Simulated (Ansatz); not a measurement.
# BAs (F-43m) in Ansatz: notebook, part 2 of 2

Ansatz 0.2.0. Earlier steps stand in the parts before.

**5. Single point, B3LYP5, 13.35 Å³/atom (volume scaled by 0.98)**

Contents of input.yaml:

```yaml
crystal:
  lattice:
    - [0.0, 2.3724693156, 2.3724693156]
    - [2.3724693156, 0.0, 2.3724693156]
    - [2.3724693156, 2.3724693156, 0.0]
  atoms:
    - { symbol: As, position: [0.75, 0.75, 0.75] }
    - { symbol: B, position: [0.0, 0.0, 0.0] }
hamiltonian:
  xc: b3lyp5
  pseudopotentials: { kind: paw }
kpoints:
  mp_grid: { grid: [5, 5, 5] }
scf:
  occupations: { method: fermi_dirac, width: 0.05 }
output:
  forces: true
  stress: true
  eigenvalues: true
```

Run with:

```console
ansatz run input.yaml --threads 2 --pin off --max-ram 5632MiB --backend cpu --events-out ev --progress --plain --runs-dir out
```

Wall time 6.9 s (2 threads of Arm Neoverse V2, shared host); peak memory 0.61 GiB.

The run converged. Its results:

```yaml
Free_energy: -5018.4049 eV
Pressure: 7.4 GPa
Band_gap_on_the_k_mesh: 2.48 eV, indirect (least direct gap 4.63 eV)
```

Caveat: the k mesh is coarse (spacing up to 0.46 Å⁻¹), so the values aren't converged, least of all with exact exchange; odd divisions of the mesh miss points on the zone boundary, where band edges often lie, so the gap on the mesh can be too wide; the PAW data sets come from PBE, with cores solved anew for the run's functional, which leaves a small shift of forces and pressure; the thresholds are loose for stress.

**6. Single point, B3LYP5, 13.63 Å³/atom**

input.yaml, as its differences from that of step 5:

```diff
@@ -2,5 +2,5 @@
   lattice:
-    - [0.0, 2.3724693156, 2.3724693156]
-    - [2.3724693156, 0.0, 2.3724693156]
-    - [2.3724693156, 2.3724693156, 0.0]
+    - [0.0, 2.3885, 2.3885]
+    - [2.3885, 0.0, 2.3885]
+    - [2.3885, 2.3885, 0.0]
   atoms:
```

Potentials or basis: Ansatz PAW.

Run with:

```console
ansatz run input.yaml --threads 2 --pin off --max-ram 5632MiB --backend cpu --events-out ev --progress --plain --runs-dir out
```

Run time: 6.9 s. Hardware: 2 threads of Arm Neoverse V2, shared host; peak memory 0.61 GiB.

Results (log left out):

| Item | Value |
| --- | --- |
| Free energy | -5018.4247 eV |
| Pressure | 4.3 GPa |
| Band gap on the k mesh | 2.49 eV, indirect (least direct gap 4.60 eV) |

Caveat: the k mesh is coarse (spacing up to 0.46 Å⁻¹), so the values aren't converged, least of all with exact exchange; odd divisions of the mesh miss points on the zone boundary, where band edges often lie, so the gap on the mesh can be too wide; the PAW data sets come from PBE, with cores solved anew for the run's functional, which leaves a small shift of forces and pressure; the thresholds are loose for stress.

**7. Single point, B3LYP5, 13.90 Å³/atom (volume scaled by 1.02)**

input.yaml, as its differences from that of step 6:

```diff
@@ -2,5 +2,5 @@
   lattice:
-    - [0.0, 2.3885, 2.3885]
-    - [2.3885, 0.0, 2.3885]
-    - [2.3885, 2.3885, 0.0]
+    - [0.0, 2.4043183418, 2.4043183418]
+    - [2.4043183418, 0.0, 2.4043183418]
+    - [2.4043183418, 2.4043183418, 0.0]
   atoms:
```

Run with:

```console
ansatz run input.yaml --threads 2 --pin off --max-ram 5632MiB --backend cpu --events-out ev --progress --plain --runs-dir out
```

Run time: 7 s. Hardware: 2 threads of Arm Neoverse V2, shared host; peak memory 0.61 GiB.

The run converged. Its results:

- Free energy: -5018.4344 eV
- Pressure: 1.4 GPa
- Band gap on the k mesh: 2.51 eV, indirect (least direct gap 4.58 eV)

Caveat: the k mesh is coarse (spacing up to 0.45 Å⁻¹), so the values aren't converged, least of all with exact exchange; odd divisions of the mesh miss points on the zone boundary, where band edges often lie, so the gap on the mesh can be too wide; the PAW data sets come from PBE, with cores solved anew for the run's functional, which leaves a small shift of forces and pressure; the thresholds are loose for stress.

**8. Single point, B3LYP5, 14.17 Å³/atom (volume scaled by 1.04)**

input.yaml, as its differences from that of step 7:

```diff
@@ -2,5 +2,5 @@
   lattice:
-    - [0.0, 2.4043183418, 2.4043183418]
-    - [2.4043183418, 0.0, 2.4043183418]
-    - [2.4043183418, 2.4043183418, 0.0]
+    - [0.0, 2.419931236, 2.419931236]
+    - [2.419931236, 0.0, 2.419931236]
+    - [2.419931236, 2.419931236, 0.0]
   atoms:
```

Run with:

```console
ansatz run input.yaml --threads 2 --pin off --max-ram 5632MiB --backend cpu --events-out ev --progress --plain --runs-dir out
```

Run time: 7 s. Hardware: 2 threads of Arm Neoverse V2, shared host; peak memory 0.61 GiB.

It converged, with:

- Free energy: -5018.4348 eV
- Pressure: -1.1 GPa
- Band gap on the k mesh: 2.52 eV, indirect (least direct gap 4.55 eV)

Caveat: the k mesh is coarse (spacing up to 0.45 Å⁻¹), so the values aren't converged, least of all with exact exchange; odd divisions of the mesh miss points on the zone boundary, where band edges often lie, so the gap on the mesh can be too wide; the PAW data sets come from PBE, with cores solved anew for the run's functional, which leaves a small shift of forces and pressure; the thresholds are loose for stress.

**9. Single point, B3LYP5, 14.44 Å³/atom (volume scaled by 1.06)**

input.yaml, as its differences from that of step 8:

```diff
@@ -2,5 +2,5 @@
   lattice:
-    - [0.0, 2.419931236, 2.419931236]
-    - [2.419931236, 0.0, 2.419931236]
-    - [2.419931236, 2.419931236, 0.0]
+    - [0.0, 2.4353452264, 2.4353452264]
+    - [2.4353452264, 0.0, 2.4353452264]
+    - [2.4353452264, 2.4353452264, 0.0]
   atoms:
@@ -19 +19,5 @@
   eigenvalues: true
+  write_density: true
+  write_potential: true
+  elf: true
+  volumetric_format: npy
```

Potentials or basis: Ansatz PAW.

Run with:

```console
ansatz run input.yaml --threads 2 --pin off --max-ram 5632MiB --backend cpu --events-out ev --progress --plain --runs-dir out
```

It took 7.1 s on 2 threads of Arm Neoverse V2, shared host; peak memory 0.62 GiB.

It converged, with:

| Property | Result |
| --- | --- |
| Free energy | -5018.4270 eV |
| Pressure | -3.5 GPa |
| Band gap on the k mesh | 2.53 eV, indirect (least direct gap 4.52 eV) |

Caveat: the k mesh is coarse (spacing up to 0.45 Å⁻¹), so the values aren't converged, least of all with exact exchange; odd divisions of the mesh miss points on the zone boundary, where band edges often lie, so the gap on the mesh can be too wide; the PAW data sets come from PBE, with cores solved anew for the run's functional, which leaves a small shift of forces and pressure; the thresholds are loose for stress.

**10. Equation of state, B3LYP5**

No new run: the results of the series are fitted here.

Results:

| Item | Value |
| --- | --- |
| Equilibrium volume | 14.05 Å³/atom |
| Bulk modulus | 132 GPa |
| Pressure derivative of the bulk modulus | 4.1 |

Energy against volume, from the lowest point:
```tsv
volume (Å³/atom)	energy (meV/atom)
12.809	52.19
13.081	30.46
13.354	14.96
13.626	5.06
13.899	0.23
14.171	0.00
14.444	3.94
```

Caveat: the k mesh is coarse (spacing up to 0.46 Å⁻¹), so the values aren't converged, least of all with exact exchange; the potentials were made for another functional, which shifts forces and pressure.
